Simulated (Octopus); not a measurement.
# W (Im-3m) in Octopus: equation of state

Aim: energy against volume of W in PBEsol, for its equilibrium volume and stiffness.

All numbers are computed with Octopus 16.4; they aren't measurements. Logs are shortened: lines on timing, memory, paths and dates and some standing lists are left out, and cuts for length are marked.

## (1) Starting point

Symmetry: Im-3m, No. 229, cubic system. The conventional cell has a = 3.165 Å, b = 3.165 Å, c = 3.165 Å, α = 90.00°, β = 90.00°, γ = 90.00°. W (site symmetry m-3m) is surrounded by 8 W at 2.74 Å.

## (2) Equation of state, PBEsol, 15.85 Å³/atom

Input file inp:

```
CalculationMode = gs
UnitsOutput = eV_Angstrom
PeriodicDimensions = 3
ExperimentalFeatures = yes
PseudopotentialSet = pseudodojo_pbesol
%LatticeParameters
 1*angstrom | 1*angstrom | 1*angstrom
%
%LatticeVectors
 -1.582345 | 1.582345 | 1.582345
 1.582345 | -1.582345 | 1.582345
 1.582345 | 1.582345 | -1.582345
%
%ReducedCoordinates
 "W" | 0 | 0 | 0
%
%Spacing
 0.13703510*angstrom | 0.13703510*angstrom | 0.13703510*angstrom
%
DerivativesOrder = 8
%KPointsGrid
 12 | 12 | 12
%
KPointsUseSymmetries = yes
XCFunctional = gga_x_pbe_sol + gga_c_pbe_sol
SmearingFunction = fermi_dirac
Smearing = 0.05*eV
ExtraStates = 7
Eigensolver = chebyshev_filter
ConvRelDens = 3e-7
MaximumIter = 120
%Output
 density | cube
 elf | cube
 potential | cube
%
```

Potentials or basis: pseudodojo_pbesol (PseudoDojo 0.4, PBEsol).

Started as:

```sh
$ OMP_NUM_THREADS=1 octopus > out.log
```

out.log:

```text
Running octopus

[... 13 lines left out ...]

Input: [AllElectronType = no]
Input: [PseudopotentialSet = pseudodojo_pbesol]
Reading Coordinates from ReducedCoordinates block

****************************** Species *******************************
  Species 'W'
    type             : pseudopotential
    file             : 'W.upf'
    file format      : UPF2
    valence charge   : 14.0
    atomic number    :  74
    form on file     : kleinman-bylander
    lmax             : 3
    llocal           : -1
    projectors per l : 2
    total projectors : 8
    application form : kleinman-bylander
    orbitals         : 10
    bound orbitals   : 10

**********************************************************************

***************************** Symmetries *****************************
Space group No.  229
International: Im-3m
Schoenflies: Oh^9
Info: The system has    48 symmorphic symmetries that can be used.
  Index                Rotation matrix                      Fractional translations
    1 :     1   0   0     0   1   0     0   0   1      0.000000    0.000000    0.000000
    2 :    -1   0   0     0  -1   0     0   0  -1      0.000000    0.000000    0.000000
    3 :     0   0  -1     1   1   1     0  -1   0      0.000000    0.000000    0.000000
    4 :     0   0   1    -1  -1  -1     0   1   0      0.000000    0.000000    0.000000
    5 :     0   1   0     1   0   0    -1  -1  -1      0.000000    0.000000    0.000000
    6 :     0  -1   0    -1   0   0     1   1   1      0.000000    0.000000    0.000000
[... 40 lines left out ...]
   47 :     0   0  -1    -1   0   0     1   1   1      0.000000    0.000000    0.000000
   48 :     0   0   1     1   0   0    -1  -1  -1      0.000000    0.000000    0.000000
Info: The system also has     0 nonsymmorphic symmetries (not used for electrons).
**********************************************************************

Input: [CurvMethod = curv_affine]
Input: [DerivativesStencil = stencil_stargeneral]

****************************** Lattice *******************************
  Lattice Vectors [A]
   -1.582345    1.582345    1.582345
    1.582345   -1.582345    1.582345
    1.582345    1.582345   -1.582345
  Cell volume =            15.8476 [A^3]
  Reciprocal-Lattice Vectors [A^-1]
   -0.000000    1.985403    1.985403
    1.985403   -0.000000    1.985403
    1.985403    1.985403   -0.000000
  Cell angles [degree]
    alpha =  109.471
    beta  =  109.471
    gamma =  109.471
**********************************************************************

Checking if the generated full k-point grid is symmetric

    72 k-points generated from parameters :
 ---------------------------------------------------
    n =   12   12   12

    s1  =  0.00  0.00  0.00

   index |      weight  |             coordinates              |
       1 |     0.000579 |    0.000000    0.000000    0.000000  |
       2 |     0.006944 |    0.083333    0.000000    0.000000  |
       3 |     0.013889 |    0.083333    0.083333    0.000000  |
       4 |     0.004630 |    0.083333    0.083333    0.083333  |
       5 |     0.003472 |   -0.083333    0.083333    0.083333  |
       6 |     0.006944 |    0.166667    0.000000    0.000000  |
[... 64 lines left out ...]
      71 |     0.006944 |   -0.416667    0.500000    0.416667  |
      72 |     0.000579 |    0.500000    0.500000    0.500000  |

Input: [SmearingFunction = fermi_dirac]
Input: [SymmetrizeDensity = yes]

******************************* States *******************************
Total electronic charge  =       14.000
Number of states         =       14
States block-size        =        4
**********************************************************************
[... 5 lines left out ...]
Simulation Box:
  Type = parallelepiped
  Lengths [A] = (   2.741,   2.741,   2.741)
Main mesh:
  Spacing [A] = ( 0.137, 0.137, 0.137)    volume/point [A^3] =      0.00198
  # inner mesh =       8000
  # total mesh =      35702
  Grid Cutoff [eV] =  2002.437727    Grid Cutoff [Ry] =   147.176471
**********************************************************************

Input: [StatesPack = yes]
Input: [StatesOrthogonalization = cholesky_serial]

**************************** Theory Level ****************************
Input: [TheoryLevel = kohn_sham]

Exchange-correlation:
  Exchange
    Perdew, Burke & Ernzerhof SOL (GGA)
    [1] J. P. Perdew, A. Ruzsinszky, G. I. Csonka, O. A. Vydrov, G. E. Scuseria, L. A. Constantin, X. Zhou, and K. Burke.,  Phys. Rev. Lett. 100, 136406 (2008)
  Correlation
    Perdew, Burke & Ernzerhof SOL (GGA)
    [1] J. P. Perdew, A. Ruzsinszky, G. I. Csonka, O. A. Vydrov, G. E. Scuseria, L. A. Constantin, X. Zhou, and K. Burke.,  Phys. Rev. Lett. 100, 136406 (2008)

**********************************************************************
[... 5 lines left out ...]
**********************************************************************

Info: FFT grid dimensions       = 20 x 20 x 20
      Total grid size           = 8000 (      0.1 MiB )
Input: [FilterPotentials = filter_TS]
Info: Pseudopotential for W
  Radii for localized parts:
    local part     =  1.3 A
    non-local part =  1.6 A
    orbitals       =  5.6 A

Input: [RelativisticCorrection = non_relativistic]
[... 11 lines left out ...]
      Block       2 contains       4 states:       5 -       8
      Block       3 contains       4 states:       9 -      12
      Block       4 contains       2 states:      13 -      14
Info: Ground-state allocation done.
Info: Could not find 'restart/gs' directory for restart.
[... 18 lines left out ...]
** Warning:
**   Cannot do LCAO for all states because there are not enough atomic orbitals.
**   Required: 14. Available: 10. 4 orbitals will be randomized.

Info: Unnormalized total charge =     14.002523
Info: Renormalized total charge =     14.000000
Info: Setting up Hamiltonian.
Info: Performing initial LCAO calculation with     10 orbitals.
Info: Getting Hamiltonian matrix elements.

Eigenvalues [eV]
 #st  Spin   Eigenvalue      Occupation
#k =       1, k = (  0.000000,  0.000000,  0.000000)
   1   --   -59.242166       2.000000
   2   --   -22.967594       2.000000
   3   --   -22.967584       2.000000
   4   --   -22.967584       2.000000
   5   --     4.074963       2.000000
   6   --    12.921347       2.000000
   7   --    12.921347       2.000000
   8   --    12.921493       2.000000
   9   --    16.586492       2.000000
  10   --    16.586492       2.000000
#k =       2, k = (  0.083333,  0.000000,  0.000000)
   1   --   -59.217929       2.000000
   2   --   -22.982413       2.000000
   3   --   -22.957499       2.000000
   4   --   -22.954266       2.000000
   5   --     4.407505       2.000000
   6   --    13.148475       2.000000
   7   --    13.391441       2.000000
   8   --    13.393214       2.000000
   9   --    16.900316       2.000000
  10   --    17.042318       2.000000
[... 70 further k-points ...]
Fermi energy =    22.114483 eV
Generating random wavefunctions for states       11 and above
Orthogonalizing wavefunctions.
Info: Ground-state restart information will be written to 'restart/gs'.
Info: SCF using complex wavefunctions.
Info: Starting SCF iteration.

** Warning:
**   Symmetrization discrepancy ratio (scalar) =  8.24270E-02

*********************** SCF CYCLE ITER #    1 ************************
 etot  = -2.04638382E+03 abs_ev   =  4.73E+01 rel_ev   =  2.41E-01
 ediff =        7.52E+01 abs_dens =  7.61E-01 rel_dens =  5.43E-02
Matrix vector products: 1800
Converged eigenvectors: 0

#  State  KPoint  Eigenvalue [eV]  Occupation    Error
      1       1      -59.244598    2.000000   ( 2.1E-06)
      1       2      -59.235097    2.000000   ( 7.7E-06)
      1       5      -59.225757    2.000000   ( 7.3E-06)
      1       3      -59.217331    2.000000   ( 1.3E-05)
      1       6      -59.209070    2.000000   ( 1.1E-05)
      1       9      -59.200175    2.000000   ( 7.4E-06)
      1       4      -59.194261    2.000000   ( 1.4E-05)
      1       7      -59.186451    2.000000   ( 2.5E-06)

  [output of 490 eigenvalues skipped: maximum error = 5.2E-02]

      8      25       13.616671    1.998112   ( 2.2E-02)
      7      59       13.616762    1.998109   ( 1.9E-02)
      7      53       13.619789    1.997991   ( 1.5E-02)
      7      40       13.667844    1.994756   ( 1.0E-02)
      8       3       13.905779    1.530792   ( 2.4E-03)
      8      35       13.959096    1.058013   ( 2.5E-02)
[... 9 lines left out ...]
      8      37       14.446203    0.000132   ( 2.7E-02)
      8      52       14.576902    0.000010   ( 1.2E-02)

  [output of 485 eigenvalues skipped: maximum error = 2.8E-01]

     14       3       40.407868    0.000000   ( 1.8E-01)
     14      45       40.754275    0.000000   ( 2.1E-01)
     14      61       40.866864    0.000000   ( 2.5E-01)
     14       2       41.201275    0.000000   ( 1.9E-01)
     14       5       41.318906    0.000000   ( 2.4E-01)
     14       1       42.696137    0.000000   ( 2.1E-01)
     14      55       43.923040    0.000000   ( 2.3E-01)
     14      60       44.621413    0.000000   ( 2.5E-01)

Density of states:

------------------------%---------------------------------------------
------------------------%---------------------------------------------
------------------------%---------------------------------------------
------------------------%---------------------------------------------
------------------------%---------------------------------------------
%-----------------------%----------------------%---%------------------
%----------------------%%----------------------%---%------------------
%----------------------%%--------------------%-%--%%------------------
%----------------------%%--------------------%%%%%%%%---%%%%%%--%-----
%----------------------%%-------------------%%%%%%%%%%%%%%%%%%%%%%----
                                                 ^

Fermi energy =    13.964904 eV

**********************************************************************

** Warning:
**   Symmetrization discrepancy ratio (scalar) =  8.21130E-02

*********************** SCF CYCLE ITER #    2 ************************
 etot  = -2.05418371E+03 abs_ev   =  5.14E+00 rel_ev   =  2.54E-02
 ediff =        2.87E-01 abs_dens =  7.45E-02 rel_dens =  5.32E-03
Matrix vector products: 1800
Converged eigenvectors: 0

[... levels of this cycle ...]

Fermi energy =    13.747352 eV
[... 123 lines left out ...]
*********************** SCF CYCLE ITER #   13 ************************
 etot  = -2.06348535E+03 abs_ev   =  2.44E-05 rel_ev   =  1.18E-07
 ediff =        1.52E-06 abs_dens =  5.89E-07 rel_dens =  4.21E-08
Matrix vector products: 1800
Converged eigenvectors: 3

#  State  KPoint  Eigenvalue [eV]  Occupation    Error
      1       1      -60.530546    2.000000   ( 3.1E-08)
      1       2      -60.521608    2.000000   ( 3.2E-08)
      1       5      -60.512819    2.000000   ( 3.3E-08)
      1       3      -60.504898    2.000000   ( 3.2E-08)
      1       6      -60.497129    2.000000   ( 2.8E-08)
      1       9      -60.488752    2.000000   ( 2.9E-08)
      1       4      -60.483211    2.000000   ( 4.8E-08)
      1       7      -60.475860    2.000000   ( 4.0E-08)

  [output of 490 eigenvalues skipped: maximum error = 8.9E-08]

      7      59       13.212594    1.997511   ( 8.7E-08)
      7      43       13.375358    1.937420   ( 2.1E-08)
      8       3       13.409390    1.880056   ( 3.3E-08)
      7      38       13.432070    1.817493   ( 2.0E-08)
      8      35       13.507067    1.379304   ( 8.0E-08)
      7      40       13.513252    1.325151   ( 3.9E-08)
[... 9 lines left out ...]
      8      21       14.111246    0.000025   ( 6.1E-08)
      8      52       14.155826    0.000010   ( 5.8E-08)

  [output of 485 eigenvalues skipped: maximum error = 9.2E-02]

     14      38       36.573590    0.000000   ( 9.6E-02)
     14      34       36.671811    0.000000   ( 2.2E-02)
     14      36       36.842678    0.000000   ( 3.2E-02)
     14      72       36.952340    0.000000   ( 6.9E-02)
     14       3       38.076615    0.000000   ( 5.9E-02)
     14       2       38.338318    0.000000   ( 4.3E-02)
     14      45       38.942157    0.000000   ( 3.7E-02)
     14       1       40.418559    0.000000   ( 2.6E-02)

Density of states:

-------------------------%--------------------------------------------
-------------------------%--------------------------------------------
-------------------------%--------------------------------------------
------------------------%%--------------------------------------------
%-----------------------%%-----------------------%--------------------
%-----------------------%%-----------------------%---%----------------
%-----------------------%%---------------------%-%--%%----------------
%-----------------------%%---------------------%%%-%%%------%%%--%----
%-----------------------%%---------------------%%%%%%%%---%%%%%%%%----
%-----------------------%%--------------------%%%%%%%%%%%%%%%%%%%%%---
                                                   ^

Fermi energy =    13.546992 eV

**********************************************************************

Info: SCF converged in   13 iterations

** Warning:
**   Some of the states are not fully converged!

Info: Number of matrix-vector products:      23400
Info: Writing output to static/

Info: Finished writing information to 'restart/gs'.

Octopus emitted 17 warnings.
```

Wall time 3.6 min (1 thread of Arm Neoverse V2, shared host); peak memory 0.69 GiB.

Results:

```yaml
Free_energy: -2063.4903 eV
Band_gap_on_the_k_mesh: none (metal or under the smearing width)
```

## (3) Equation of state, PBEsol, 15.53 Å³/atom (volume scaled by 0.98)

Edit inp of step 2 so:

```diff
@@ -9,5 +9,5 @@
 %LatticeVectors
- -1.582345 | 1.582345 | 1.582345
- 1.582345 | -1.582345 | 1.582345
- 1.582345 | 1.582345 | -1.582345
+ -1.5717249149 | 1.5717249149 | 1.5717249149
+ 1.5717249149 | -1.5717249149 | 1.5717249149
+ 1.5717249149 | 1.5717249149 | -1.5717249149
 %
@@ -17,3 +17,3 @@
 %Spacing
- 0.13703510*angstrom | 0.13703510*angstrom | 0.13703510*angstrom
+ 0.13611537*angstrom | 0.13611537*angstrom | 0.13611537*angstrom
 %
@@ -31,6 +31 @@
 MaximumIter = 120
-%Output
- density | cube
- elf | cube
- potential | cube
-%
```

Potentials or basis: pseudodojo_pbesol (PseudoDojo 0.4, PBEsol).

Started as:

```sh
$ OMP_NUM_THREADS=1 octopus > out.log
```

Wall time 3.9 min (1 thread of Arm Neoverse V2, shared host); peak memory 0.68 GiB.

Results (log left out):

```
Free energy            : -2063.4931 eV
Band gap on the k mesh : none (metal or under the smearing width)
```

## (4) Equation of state, PBEsol, 16.16 Å³/atom (volume scaled by 1.02)

Edit inp of step 3 so:

```diff
@@ -9,5 +9,5 @@
 %LatticeVectors
- -1.5717249149 | 1.5717249149 | 1.5717249149
- 1.5717249149 | -1.5717249149 | 1.5717249149
- 1.5717249149 | 1.5717249149 | -1.5717249149
+ -1.5928244114 | 1.5928244114 | 1.5928244114
+ 1.5928244114 | -1.5928244114 | 1.5928244114
+ 1.5928244114 | 1.5928244114 | -1.5928244114
 %
@@ -17,3 +17,3 @@
 %Spacing
- 0.13611537*angstrom | 0.13611537*angstrom | 0.13611537*angstrom
+ 0.13794264*angstrom | 0.13794264*angstrom | 0.13794264*angstrom
 %
```

Started as:

```sh
$ OMP_NUM_THREADS=1 octopus > out.log
```

It took 4.5 min on 1 thread of Arm Neoverse V2, shared host; peak memory 0.68 GiB.

The run converged. Its results:

* Free energy: -2063.4792 eV
* Band gap on the k mesh: none (metal or under the smearing width)

## (5) Equation of state, PBEsol, 15.21 Å³/atom (volume scaled by 0.96)

Edit inp of step 4 so:

```diff
@@ -9,5 +9,5 @@
 %LatticeVectors
- -1.5928244114 | 1.5928244114 | 1.5928244114
- 1.5928244114 | -1.5928244114 | 1.5928244114
- 1.5928244114 | 1.5928244114 | -1.5928244114
+ -1.5609593379 | 1.5609593379 | 1.5609593379
+ 1.5609593379 | -1.5609593379 | 1.5609593379
+ 1.5609593379 | 1.5609593379 | -1.5609593379
 %
@@ -17,3 +17,3 @@
 %Spacing
- 0.13794264*angstrom | 0.13794264*angstrom | 0.13794264*angstrom
+ 0.13518304*angstrom | 0.13518304*angstrom | 0.13518304*angstrom
 %
```

Started as:

```sh
$ OMP_NUM_THREADS=1 octopus > out.log
```

It took 3.5 min on 1 thread of Arm Neoverse V2, shared host; peak memory 0.69 GiB.

Results (log left out):

* Free energy: -2063.4781 eV
* Band gap on the k mesh: none (metal or under the smearing width)

## (6) Equation of state, PBEsol, 16.48 Å³/atom (volume scaled by 1.04)

Edit inp of step 5 so:

```diff
@@ -9,5 +9,5 @@
 %LatticeVectors
- -1.5609593379 | 1.5609593379 | 1.5609593379
- 1.5609593379 | -1.5609593379 | 1.5609593379
- 1.5609593379 | 1.5609593379 | -1.5609593379
+ -1.6031677168 | 1.6031677168 | 1.6031677168
+ 1.6031677168 | -1.6031677168 | 1.6031677168
+ 1.6031677168 | 1.6031677168 | -1.6031677168
 %
@@ -17,3 +17,3 @@
 %Spacing
- 0.13518304*angstrom | 0.13518304*angstrom | 0.13518304*angstrom
+ 0.13883840*angstrom | 0.13883840*angstrom | 0.13883840*angstrom
 %
```

Potentials or basis: pseudodojo_pbesol (PseudoDojo 0.4, PBEsol).

Started as:

```sh
$ OMP_NUM_THREADS=1 octopus > out.log
```

Wall time 3.8 min (1 thread of Arm Neoverse V2, shared host); peak memory 0.69 GiB.

The run converged. Its results:

```yaml
Free_energy: -2063.4562 eV
Band_gap_on_the_k_mesh: none (metal or under the smearing width)
```

## (7) Equation of state, PBEsol, 14.90 Å³/atom (volume scaled by 0.94)

Edit inp of step 6 so:

```diff
@@ -9,5 +9,5 @@
 %LatticeVectors
- -1.6031677168 | 1.6031677168 | 1.6031677168
- 1.6031677168 | -1.6031677168 | 1.6031677168
- 1.6031677168 | 1.6031677168 | -1.6031677168
+ -1.5500431812 | 1.5500431812 | 1.5500431812
+ 1.5500431812 | -1.5500431812 | 1.5500431812
+ 1.5500431812 | 1.5500431812 | -1.5500431812
 %
@@ -17,3 +17,3 @@
 %Spacing
- 0.13883840*angstrom | 0.13883840*angstrom | 0.13883840*angstrom
+ 0.13423768*angstrom | 0.13423768*angstrom | 0.13423768*angstrom
 %
```

Started as:

```sh
$ OMP_NUM_THREADS=1 octopus > out.log
```

It took 3.5 min on 1 thread of Arm Neoverse V2, shared host; peak memory 0.69 GiB.

It converged, with:

```
Free energy            : -2063.4488 eV
Band gap on the k mesh : none (metal or under the smearing width)
```

## (8) Equation of state, PBEsol, 16.80 Å³/atom (volume scaled by 1.06)

Edit inp of step 7 so:

```diff
@@ -9,5 +9,5 @@
 %LatticeVectors
- -1.5500431812 | 1.5500431812 | 1.5500431812
- 1.5500431812 | -1.5500431812 | 1.5500431812
- 1.5500431812 | 1.5500431812 | -1.5500431812
+ -1.6133792515 | 1.6133792515 | 1.6133792515
+ 1.6133792515 | -1.6133792515 | 1.6133792515
+ 1.6133792515 | 1.6133792515 | -1.6133792515
 %
@@ -17,3 +17,3 @@
 %Spacing
- 0.13423768*angstrom | 0.13423768*angstrom | 0.13423768*angstrom
+ 0.13972274*angstrom | 0.13972274*angstrom | 0.13972274*angstrom
 %
```

Started as:

```sh
$ OMP_NUM_THREADS=1 octopus > out.log
```

Run time: 3.4 min. Hardware: 1 thread of Arm Neoverse V2, shared host; peak memory 0.68 GiB.

It converged, with:

```yaml
Free_energy: -2063.4235 eV
Band_gap_on_the_k_mesh: none (metal or under the smearing width)
```

## (9) Equation of state, PBEsol

Potentials or basis: pseudodojo_pbesol (PseudoDojo 0.4, PBEsol).

No new run: the results of the series are fitted here.

What came out:

| Item | Value |
| --- | --- |
| Equilibrium volume | 15.68 Å³/atom (rough: see the caveat) |
| Bulk modulus | 328 GPa (rough) |

Energy against volume, from the lowest point:
| volume (Å³/atom) | energy (meV/atom) |
| --- | --- |
| 14.897 | 44.33 |
| 15.214 | 15.01 |
| 15.531 | 0.00 |
| 15.848 | 2.81 |
| 16.165 | 13.91 |
| 16.482 | 36.94 |
| 16.798 | 69.62 |

Caveat: the fit is doubtful: noisy points or a state that changes with volume; the number of grid points is fixed, so the spacing changes with the cell, which shifts volumes and moduli. Spin-orbit coupling is left out, which matters for the levels of W.
